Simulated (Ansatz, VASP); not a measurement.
## Bi2Te3 (Tellurobismuthite) in VASP and in Ansatz

File INCAR:

```
SYSTEM = Bi2Te3
PREC = Accurate ; ENCUT = 520
EDIFF = 1E-7 ; ISMEAR = 0
SIGMA = 0.011 ; LREAL = .FALSE.
LASPH = .TRUE. ; NELM = 100
ALGO = Fast ; ISIF = 2
LWAVE = .FALSE. ; LCHARG = .TRUE.
GGA = PE ; LELF = .TRUE.
LVHAR = .TRUE.
```

KPOINTS

```
regular mesh
0
G
  7 7 7
  0 0 0
```

File POSCAR:

```
Bi2Te3
1.0
    2.1930000000      1.2661291403     10.1656666667
   -2.1930000000      1.2661291403     10.1656666667
    0.0000000000     -2.5322582807     10.1656666667
Bi Te
2 3
Direct
    0.6000000000      0.6000000000      0.6000000000
    0.4000000000      0.4000000000      0.4000000000
    0.7905000000      0.7905000000      0.7905000000
    0.2095000000      0.2095000000      0.2095000000
    0.0000000000      0.0000000000      0.0000000000
```

input.yaml

```yaml
crystal:
  lattice:
    - [2.193, 1.2661291403, 10.1656666667]
    - [-2.193, 1.2661291403, 10.1656666667]
    - [0.0, -2.5322582807, 10.1656666667]
  atoms:
    - { symbol: Bi, position: [0.6, 0.6, 0.6] }
    - { symbol: Bi, position: [0.4, 0.4, 0.4] }
    - { symbol: Te, position: [0.7905, 0.7905, 0.7905] }
    - { symbol: Te, position: [0.2095, 0.2095, 0.2095] }
    - { symbol: Te, position: [0.0, 0.0, 0.0] }
hamiltonian:
  xc: pbe
  pseudopotentials: { kind: paw }
kpoints:
  mp_grid: { grid: [7, 7, 7] }
scf:
  occupations: { method: gaussian, width: 0.011 }
output:
  forces: true
  stress: true
  eigenvalues: true
```

Alike in both runs: task single point; functional PBE; k mesh 7 × 7 × 7; occupations gaussian, width 0.011 eV; no spin polarisation.

|  | VASP | Ansatz |
| --- | --- | --- |
| version | VASP 6.6.1 | Ansatz 0.2.0 |
| potentials or method | VASP PAW PBE potentials, release 64 (Bi_d, Te) | Ansatz PAW |
| plane-wave cutoff (eV) | 520 | 420 |
| valence electrons in the cell | 48 | 78 |

VASP gave:

```
gap on the k mesh at the Fermi level (eV)       : 0.28
least direct gap on the mesh (eV)               : 0.28
pressure (GPa)                                  : 1.9
largest component of the traceless stress (GPa) : 0.13
rms of the force components (eV/Å)              : 0.014
```

What did Ansatz give for the same quantities?

gap on the k mesh at the Fermi level (eV): 0.29; least direct gap on the mesh (eV): 0.29; pressure (GPa): 1.9; largest component of the traceless stress (GPa): 0.13; rms of the force components (eV/Å): 0.020.

Atom by atom the forces differ by 0.006 eV/Å (rms over components). The two sets of potentials don't hold the same shells in valence.

Caveats: spin-orbit coupling is left out, which as a rule narrows the gap of such compounds by several tenths of an eV; an odd mesh through Γ misses points on the zone boundary, where band edges often lie (VASP); odd divisions of the mesh miss points on the zone boundary, where band edges often lie, so the gap on the mesh can be too wide (Ansatz). A hybrid or GW would open this gap; PBE tends to underestimate it.
